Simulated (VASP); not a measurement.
Li2Se, 3 atoms in the cell. The structure is cubic, space group Fm-3m (No. 225). Conventional cell: a = 6.005 Å, b = 6.005 Å, c = 6.005 Å, α = 90.00°, β = 90.00°, γ = 90.00°. Se (site symmetry m-3m) has 8 Li at 2.60 Å as nearest neighbours. Li (site symmetry -43m) has 4 Se at 2.60 Å as nearest neighbours. 

```yaml
Program: VASP 6.6.1
Task: single point
Functional: PBEsol
Potentials_or_basis: VASP PAW PBE potentials, release 64 (Se, Li_sv)
Cutoff: 520 eV
k_mesh: 8 × 8 × 8
Occupations: gaussian, width 0.02 eV
Spin: no spin polarisation
Further_INCAR_settings: ALGO = Normal; EDIFF = 1e-07
```

Potentials or basis: VASP PAW PBE potentials, release 64 (Se, Li_sv).

Launch:

```console
$ cat potpaw_PBE.64/Se/POTCAR potpaw_PBE.64/Li_sv/POTCAR > POTCAR
$ mpirun -np 1 vasp_std > vasp.out
```

Hardware: 1 thread of Intel(R) Xeon(R) 6975P-C (Granite Rapids), with other jobs on the host.

Question: Estimate the wall time of this run.

Answer: Wall time 7.6 s on 1 thread of Intel(R) Xeon(R) 6975P-C (Granite Rapids), on a shared host, peak memory 0.18 GiB. Counts: scf iterations 13, k points 29.
